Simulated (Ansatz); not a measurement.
# SnSe2 (P-3m1) in Ansatz: single point with PBE

Aim: the single point of SnSe2 with PBE.

All numbers are computed with Ansatz 0.2.0; they aren't measurements. Logs are shortened: lines on timing, memory, paths and dates and some standing lists are left out, and cuts for length are marked.

## Step 1: The crystal as given

The structure is trigonal, space group P-3m1 (No. 164). Conventional cell: a = 3.811 Å, b = 3.811 Å, c = 6.136 Å, α = 90.00°, β = 90.00°, γ = 120.00°. Sn (site symmetry -3m) is surrounded by 6 Se at 2.68 Å. Se (site symmetry 3m) is surrounded by 3 Sn at 2.68 Å.

## Step 2: Single point, PBE

Contents of input.yaml:

```yaml
crystal:
  lattice:
    - [3.811, 0.0, 0.0]
    - [-1.9055, 3.3004228138, 0.0]
    - [0.0, 0.0, 6.136]
  atoms:
    - { symbol: Sn, position: [0.0, 0.0, 0.0] }
    - { symbol: Se, position: [0.6666666667, 0.3333333333, 0.751] }
    - { symbol: Se, position: [0.3333333333, 0.6666666667, 0.249] }
kpoints:
  mp_grid: { grid: [6, 6, 4] }
scf:
  occupations: { method: fermi_dirac, width: 0.02 }
hamiltonian:
  xc: pbe
  pseudopotentials: { kind: all_electron, lapw: { basis_error: 0.003 } }
output:
  forces: true
  stress: true
  eigenvalues: true
```

Potentials or basis: all-electron LAPW, scalar-relativistic.

Started as:

```sh
$ ansatz run input.yaml --threads 2 --pin off --max-ram 5120MiB --backend cpu --events-out ev --progress --plain --runs-dir out
```

The log of the run:

```text
Warning: RAYON_NUM_THREADS=2 ignored (pool sized by the plan → 2); use --threads N
LAPW: plane waves up to 7.722 Å⁻¹, error target 3.0e-3 eV per atom; small_component_spin mean_spin; Se in spheres of 1.281 Å, 24 of its electrons in bands, Dirac shells []; Sn in spheres of 1.398 Å, 22 of its electrons in bands, Dirac shells [] (how accurate: hamiltonian.pseudopotentials.lapw.basis_error, Limitations)
Engine: ansatz 0.2.0, x86_64-unknown-linux-gnu
Pseudopotentials: kind: all_electron
Pseudopotential: Sn, LAPW, valence charge 22, lapw/all_electron/scalar/gaussian/Sn, Koelling and Harmon's equation, gaussian nucleus
Pseudopotential: Se, LAPW, valence charge 24, lapw/all_electron/scalar/gaussian/Se, Koelling and Harmon's equation, gaussian nucleus
Functional definition: PBE
  parameter kappa = 0.804
  parameter beta = 0.06672455060314922
  exchange = pbe_x(kappa = kappa, mu = beta*pi^2/3)
  correlation = pbe_c(beta = beta)
Crystal: 3 atoms, lattice volume = 77.178 Å³
Basis set: ecut = 227.17294016428673 eV, 603 PW (Γ), exchange–correlation at level 2
Bands: 42, of which v1, the nominal top of the filled ones, is band 35 counted from 1 (34 counted from 0)
Symmetry: 12 space group operations
Space group: P-3m1 (ITA 164), of the structure as read, at distance tolerance 4.3e-5 Å
k-points: 24 of 144
Non-local potential: Sn, projectors of the file, none
Non-local potential: Se, projectors of the file, none
Initial density: superposition of atomic densities (chi_scale 0.1, normalization cell, long waves kept (reshape's long-wave potential 0.16 eV rms))
Initial wavefunctions: plane waves of lowest kinetic energy (no species holds an atomic orbital)
Functional: x = pbe(κ = 0.804, μ = 0.2195149727645171), c = pbe(β = 0.06672455060314922)
iter 1 solved again at ethr=1.21e-3 eV; its pass at ethr=1.00e-1 eV (dr2=8.47e-1 eV) is discarded
SCF iter   1: F=—  HF=-300341.936189 eV  |F-HF|=—  |Δ(HF+E_count)|=         —  Δρ=2.66e-2  dr2=8.47e-1  ethr=1.21e-3  ⟨swp⟩=2.0  Hψ=6456  notcnv=0
preconditioner: auto → Resta (q_TF=auto, 2.684 Å⁻¹)  ε∞=2.6  [insulator: Δε(μ)=1.168 eV  Ē_g=17.146 eV  σ=0.020 eV  W_gap=1.00  n_scr=22 (ndim 8)  ℏωp=21.6 eV  f_vac=0.147  D(μ)=0.00/eV (n_scr^D=0)  ε∞_Penn≈2.6]
SCF iter   2: F=—  HF=-300341.674789 eV  |F-HF|=—  |Δ(HF+E_count)|=   2.61e-1  Δρ=1.22e-2  dr2=1.48e-1  ethr=1.21e-3  ⟨swp⟩=2.2  Hψ=3102  notcnv=0
SCF iter   3: F=—  HF=-300341.657835 eV  |F-HF|=—  |Δ(HF+E_count)|=   1.70e-2  Δρ=5.69e-3  dr2=3.24e-2  ethr=2.11e-4  ⟨swp⟩=2.1  Hψ=3098  notcnv=0
iter 4 solved again at ethr=2.20e-6 eV; its pass at ethr=4.63e-5 eV (dr2=1.54e-3 eV) is discarded
SCF iter   4: F=—  HF=-300341.659240 eV  |F-HF|=—  |Δ(HF+E_count)|=         —  Δρ=1.21e-3  dr2=1.54e-3  ethr=2.20e-6  ⟨swp⟩=2.0  Hψ=5160  notcnv=0
the basis was enlarged: its passes take 94.0 KiB over the memory plan, 2 of 2 planned eigensolver slots
SCF iter   5: F=—  HF=-300341.659790 eV  |F-HF|=—  |Δ(HF+E_count)|=   5.50e-4  Δρ=3.21e-4  dr2=1.26e-4  ethr=2.20e-6  ⟨swp⟩=3.0  Hψ=3106  notcnv=0
SCF iter   6: F=—  HF=-300341.659874 eV  |F-HF|=—  |Δ(HF+E_count)|=   8.40e-5  Δρ=1.29e-4  dr2=1.46e-5  ethr=1.81e-7  ⟨swp⟩=3.0  Hψ=3017  notcnv=0
SCF iter   7: F=—  HF=-300341.659898 eV  |F-HF|=—  |Δ(HF+E_count)|=   2.42e-5  Δρ=5.30e-5  dr2=2.83e-6  ethr=2.09e-8  ⟨swp⟩=3.0  Hψ=3064  notcnv=0
SCF iter   8: F=—  HF=-300341.659905 eV  |F-HF|=—  |Δ(HF+E_count)|=   6.52e-6  Δρ=1.34e-5  dr2=2.19e-7  ethr=4.05e-9  ⟨swp⟩=3.0  Hψ=3112  notcnv=0
SCF iter   9: F=-300341.659905 eV  HF=-300341.659905 eV  |F-HF|=4.77e-9  |Δ(HF+E_count)|=   7.17e-7  Δρ=3.73e-6  dr2=1.68e-8  ethr=3.12e-10  ⟨swp⟩=3.0  Hψ=3120  notcnv=0
SCF 1 converged in 9 iterations: F = -300341.659905 eV  dr2 = 1.68e-8
SCF converged after 9 iterations
Free energy (F): -300341.659905 eV
Harris-Foulkes:  -300341.659905 eV  (|F-HF|=4.77e-9)
Internal energy: -300341.659905 eV  (E = F + TS)
E sigma→0 (E₀):  -300341.659905 eV
Fermi energy:    9.921972 eV
--- Per-component energies (eV) ---
  E_band       = -3919.546016
  E_kinetic    = 312176.260539
  E_xc         = -9291.105147
  E_electrostatic = -603226.815298  (all electrons and nuclei)
  E_smearing   = -0.000000  (= −TS)
  E_closure    = 0.000000  (closes the sum)
  E_atoms      = -300329.954360  (free atoms, spherical and without spin; not in F)
  Σ components = -300341.659905   (vs F -300341.659905, Δ=0.00e0)
  Basis errors (estimates in eV, not in F): energy 1.3e-3 per atom: plane waves 1.2e-3 (6.7e-4 summed), levels above the bands 1.9e-185, relativity 5.2e-8, radial functions 1.2e-4, core shells 4.6e-8; eigenvalues (radial functions only) 3.1e-6; not estimated: angular momenta, meshes, grids; target (lapw.basis_error) 3.0e-3; muffin-tin radii Se 1.281 Å, Sn 1.398 Å
--- Forces (eV/Å), atoms counted from 1 ---
  atom   1  Sn    -0.00000000     0.00000000     0.00000000
  atom   2  Se    -0.00000000     0.00000000    -0.77755038
  atom   3  Se     0.00000000    -0.00000000     0.77755038
  max |Σ_I F_I| component: 5.78e-19 eV/Å
--- Stress (GPa, compression-positive) ---
        5.119547       0.000000       0.000000
        0.000000       5.119547       0.000000
        0.000000      -0.000000       6.476038
  P = ⅓ Tr σ = 5.5717 GPa (55.717 kbar)
--- Band table (eV; the first three rows and the last of 24) ---
  k-point 0: bands = ["-197.5597", "-197.5597", "-137.0416", "-137.0416", "-137.0416", "-137.0416", "-136.9977", "-136.9977", "-119.6714", "-75.4658", "-75.4658", "-75.4628", "-37.2666", "-37.2666", "-37.2666", "-37.2666", "-37.2340", "-37.2340", "-37.2334", "-37.2334", "-37.2213", "-37.2210", "-11.7520", "-11.7520", "-11.7143", "-11.6992", "-11.6992", "-4.4689", "-2.6931", "3.4641", "8.8310", "8.8310", "9.1370", "9.1370", "9.5190", "10.6266", "12.4806", "14.1737", "14.1737", "17.6677", "18.4825", "18.4825"]
  k-point 1: bands = ["-197.5597", "-197.5597", "-137.0416", "-137.0416", "-137.0416", "-137.0416", "-136.9977", "-136.9977", "-119.6714", "-75.4658", "-75.4658", "-75.4628", "-37.2666", "-37.2666", "-37.2666", "-37.2666", "-37.2340", "-37.2340", "-37.2335", "-37.2335", "-37.2212", "-37.2211", "-11.7520", "-11.7520", "-11.7142", "-11.6992", "-11.6992", "-4.3910", "-2.8568", "3.8700", "8.3672", "8.7783", "8.7783", "9.2206", "9.2206", "11.4766", "12.4862", "14.0347", "14.0347", "17.9409", "18.1630", "18.1630"]
  k-point 2: bands = ["-197.5597", "-197.5597", "-137.0416", "-137.0416", "-137.0416", "-137.0416", "-136.9977", "-136.9977", "-119.6714", "-75.4658", "-75.4658", "-75.4628", "-37.2666", "-37.2666", "-37.2666", "-37.2666", "-37.2338", "-37.2338", "-37.2336", "-37.2336", "-37.2212", "-37.2211", "-11.7520", "-11.7520", "-11.7142", "-11.6992", "-11.6992", "-4.2974", "-3.0312", "4.3853", "7.4851", "8.7406", "8.7406", "9.2900", "9.2900", "11.9821", "12.4517", "13.9032", "13.9032", "17.7012", "17.9259", "17.9259"]
  k-point 23: bands = ["-197.5597", "-197.5597", "-137.0416", "-137.0416", "-137.0416", "-137.0416", "-136.9977", "-136.9977", "-119.6714", "-75.4660", "-75.4660", "-75.4628", "-37.2663", "-37.2663", "-37.2662", "-37.2662", "-37.2340", "-37.2339", "-37.2339", "-37.2337", "-37.2208", "-37.2208", "-11.7736", "-11.7736", "-11.6962", "-11.6962", "-11.6809", "-2.3273", "-2.3273", "2.1094", "5.3170", "5.3170", "5.8105", "9.1561", "9.1561", "12.0801", "14.2808", "14.2808", "15.7826", "17.7757", "18.5388", "18.6146"]
```

Wall time 6.5 s (2 threads of Intel Xeon Platinum 8488C (Sapphire Rapids), shared host); peak memory 0.37 GiB.

What came out:

| Property | Result |
| --- | --- |
| Free energy | -300341.6599 eV |
| Pressure | 5.6 GPa |
| Largest force | 0.778 eV/Å |
| Band gap on the k mesh | 0.83 eV, indirect (least direct gap 1.11 eV) |

Forces in eV/Å, atoms in the order of the input:
```
Sn   0.000  0.000  0.000
Se   0.000  0.000 -0.778
Se   0.000  0.000  0.778
```

Stress tensor (GPa, compression positive):
```
5.12 0.00 0.00
0.00 5.12 0.00
0.00 0.00 6.48
```

Levels at points of the mesh, in eV from the valence-band top:
```tsv
k point	band 31	band 32	band 33	band 34	band 35	band 36	band 37	band 38	band 39	band 40
(0.00, 0.00, 0.00)	-0.69	-0.69	-0.38	-0.38	0.00	1.11	2.96	4.65	4.65	8.15
(0.00, 0.00, -0.50)	-2.03	-0.78	-0.78	-0.23	-0.23	2.46	2.93	4.38	4.38	8.18
(0.00, -0.50, 0.00)	-4.47	-2.90	-2.67	-1.19	-0.30	1.17	3.81	5.46	5.50	7.29
(0.00, -0.50, -0.50)	-4.91	-2.50	-1.99	-0.83	-0.69	0.88	4.28	4.86	5.85	6.37
```

Caveat: spin-orbit coupling is left out, which moves the levels of the heavy elements; this functional lacks dispersion, which binds the layers, so the pressure and a relaxed spacing across them are unreliable. A k mesh can miss the band edges.
